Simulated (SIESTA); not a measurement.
MnO:

```
Mn O
1.0
     0.00000    2.22391    2.22391
     2.22391    0.00000    2.22391
     2.22391    2.22391    0.00000
Mn O
1 1
Direct
  0.00000 0.00000 0.00000
  0.50000 0.50000 0.50000
```

The cell is a database's computed one.

Base run:

```yaml
Program: SIESTA 5.4.2
Functional: vdW-DF-cx
Potentials_or_basis: PseudoDojo 0.4 standard (PBE files)
Basis: DZP (energy shift 0.003 Ry; two zetas on semicore shells)
Grid_cutoff: 800 Ry
Energy_shift: 0.003 Ry
k_mesh: 10 × 10 × 10
Occupations: fermi-dirac, width 0.05 eV
Spin: collinear spin, ferromagnetic start
Starting_moments: "[4.0, 0.0] μB"
```

Its results: band gap on the k mesh none (metal or under the smearing width); pressure -4.4 GPa; net moment 4.79 μB per cell; site moments Mn +4.61; O +0.18 μB.

Problem. After a change of settings the same cell gave: band gap on the k mesh none (metal or under the smearing width); pressure -14.9 GPa; net moment 4.66 μB per cell; site moments Mn +4.46; O +0.20 μB. Which change was it?
A. functional from vdW-DF-cx to PBEsol; potentials or basis from PseudoDojo 0.4 standard (PBE files) to PseudoDojo 0.4 standard (PBEsol files)
B. functional from vdW-DF-cx to PBE
C. functional from vdW-DF-cx to BLYP
D. functional from vdW-DF-cx to LDA; potentials or basis from PseudoDojo 0.4 standard (PBE files) to PseudoDojo 0.4 standard (LDA files)

Solution. D.

Caveats: short orbitals over semicore shells can move pressures by several GPa; the basis of atomic orbitals isn't converged, which shifts pressures, moduli and gaps; a cell with one magnetic atom can't hold antiferromagnetic order, which such compounds often take; semilocal functionals often make such compounds metallic where correlation or magnetic order opens a gap, which also shifts bond lengths; the potentials were made for another functional, which shifts forces and pressure (some runs).

Not every run made on this cell is shown here.
